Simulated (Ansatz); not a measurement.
Input of an Ansatz 0.2.0 run:

File input.yaml:

```yaml
crystal:
  lattice:
    - [3.223, 0.0, 0.0]
    - [-1.6115, 2.7911998764, 0.0]
    - [0.0, 0.0, 3.191]
  atoms:
    - { symbol: Mo, position: [0.0, 0.0, 0.0] }
    - { symbol: P, position: [0.3333333333, 0.6666666667, 0.5] }
kpoints:
  mp_grid: { grid: [10, 10, 8] }
scf:
  occupations: { method: fermi_dirac, width: 0.05 }
hamiltonian:
  xc: revpbe
  pseudopotentials: { kind: all_electron, lapw: { basis_error: 0.001 } }
output:
  forces: true
  stress: true
relax:
  f_tol: 0.01
  max_steps: 60
  cell: {}
```

Potentials or basis: all-electron LAPW, scalar-relativistic.

Command:

```bash
$ ansatz run input.yaml --threads 1 --pin off --max-ram 3072MiB --backend cpu --events-out ev --progress --plain --runs-dir out
```

(1) Predict the space group after relaxing (to 0.05 Å).

(2) What does it give for the relaxed cell?

(3) What does it give for the relaxed volume?

## Answers

(1) P-6m2 (No. 187).

(2) a = 3.252 Å, b = 3.252 Å, c = 3.202 Å, α = 90.00°, β = 90.00°, γ = 120.00°.

(3) 14.67 Å³/atom.
